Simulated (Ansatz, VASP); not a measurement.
**One calculation of SiNi3, two programs**

INCAR

```
PREC = Accurate
ENCUT = 520
EDIFF = 1E-6
ISMEAR = 0
SIGMA = 0.15
LREAL = False
LASPH = True
NELM = 100
ALGO = Normal
ISIF = 2
LWAVE = False
LCHARG = False
GGA = PE
NBANDS = 25
```

KPOINTS

```
regular mesh
0
Gamma
  14 14 14
```

POSCAR

```
SiNi3
1.0
    3.3309466589      0.0000000000      0.0000000000
    0.0000000000      3.3309466589      0.0000000000
    0.0000000000      0.0000000000      3.3309466589
Si Ni
1 3
Direct
    0.0000000000      0.0000000000      0.0000000000
    0.0000000000      0.5000000000      0.5000000000
    0.5000000000      0.0000000000      0.5000000000
    0.5000000000      0.5000000000      0.0000000000
```

Input for Ansatz:

```yaml
crystal:
  lattice:
    - [3.3309466589, 0.0, 0.0]
    - [0.0, 3.3309466589, 0.0]
    - [0.0, 0.0, 3.3309466589]
  atoms:
    - { symbol: Si, position: [0.0, 0.0, 0.0] }
    - { symbol: Ni, position: [0.0, 0.5, 0.5] }
    - { symbol: Ni, position: [0.5, 0.0, 0.5] }
    - { symbol: Ni, position: [0.5, 0.5, 0.0] }
basis:
  ecutwfc: 420
kpoints:
  mp_grid: { grid: [14, 14, 14] }
hamiltonian:
  xc: pbe
scf:
  occupations: { method: gaussian, width: 0.15 }
output:
  forces: true
  stress: true
  eigenvalues: true
```

Change from the starting cell: strain -0.050 along x and y, -0.050 along z, atoms carried along.

Alike in both runs: task single point; functional PBE; k mesh 14 × 14 × 14; occupations gaussian, width 0.15 eV; no spin polarisation.

|  | VASP | Ansatz |
| --- | --- | --- |
| version | VASP 6.6.1 | Ansatz 0.2.0 |
| potentials or method | VASP PAW PBE potentials, release 64 (Si, Ni) | scalar-relativistic, plane waves, PAW |
| plane-wave cutoff (eV) | 520 | 420 |
| valence electrons in the cell | 34 | 58 |

```tsv
	VASP	Ansatz	Ansatz less VASP
gap on the k mesh at the Fermi level (eV)	none	none	-
pressure (GPa)	46.9	47.3	+0.35
```

A gap of «none» marks a metal or a gap that the smearing closes. The functional is the same, so the differences come from potentials, cutoffs and numerics. The two sets of potentials don't hold the same shells in valence.

Caveats: so large a pressure means that the cell lies far from this level's equilibrium, or that cutoff or potentials fall short (VASP). Spin polarisation is off, so any magnetic state and its effect on volume and gap are missing.
